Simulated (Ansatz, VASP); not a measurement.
# Two plane-wave programs on Se

File INCAR:

```
PREC     = Accurate       # precision mode
ENCUT    = 520            # plane-wave cutoff, eV
EDIFF    = 1E-6           # SCF threshold, eV
ISMEAR   = 0              # smearing method
SIGMA    = 0.1            # smearing width, eV
LREAL    = F              # projectors in reciprocal space
LASPH    = T              # aspherical terms in the spheres
NELM     = 80             # most SCF steps
ALGO     = Normal         # electronic algorithm
ISIF     = 2              # what is computed and relaxed
LWAVE    = F              # write WAVECAR
LCHARG   = T              # write CHGCAR
GGA      = PE             # functional
LELF     = T              # ELF
LVHAR    = T            
NBANDS   = 9              # bands
```

Contents of KPOINTS:

```
regular mesh
0
Gamma
  14 14 14
```

The input POSCAR:

```
Se
1.0
    2.7744191796      0.0000000000      0.0000000000
    0.0000000000      2.7744191796      0.0000000000
    0.0000000000      0.0000000000      2.7744191796
Se
1
Direct
    0.0000000000      0.0000000000      0.0000000000
```

Input for Ansatz:

```yaml
crystal:
  lattice:
    - [2.7744191796, 0.0, 0.0]
    - [0.0, 2.7744191796, 0.0]
    - [0.0, 0.0, 2.7744191796]
  atoms:
    - { symbol: Se, position: [0.0, 0.0, 0.0] }
basis:
  ecutwfc: 420
kpoints:
  mp_grid: { grid: [14, 14, 14] }
hamiltonian:
  xc: pbe
scf:
  occupations: { method: gaussian, width: 0.1 }
output:
  forces: true
  stress: true
  eigenvalues: true
```

Alike in both runs: task single point; functional PBE; k mesh 14 × 14 × 14; occupations gaussian, width 0.1 eV; no spin polarisation.

|  | VASP | Ansatz |
| --- | --- | --- |
| version | VASP 6.6.1 | Ansatz 0.2.0 |
| potentials or method | VASP PAW PBE potentials, release 64 (Se) | scalar-relativistic, plane waves, PAW |
| plane-wave cutoff (eV) | 520 | 420 |
| valence electrons in the cell | 6 | 16 |

|  | VASP | Ansatz | Ansatz less VASP |
| --- | --- | --- | --- |
| gap on the k mesh at the Fermi level (eV) | none | none | - |
| pressure (GPa) | 4.8 | 4.8 | -0.05 |

A gap of «none» marks a metal or a gap that the smearing closes. The two sets of potentials don't hold the same shells in valence.
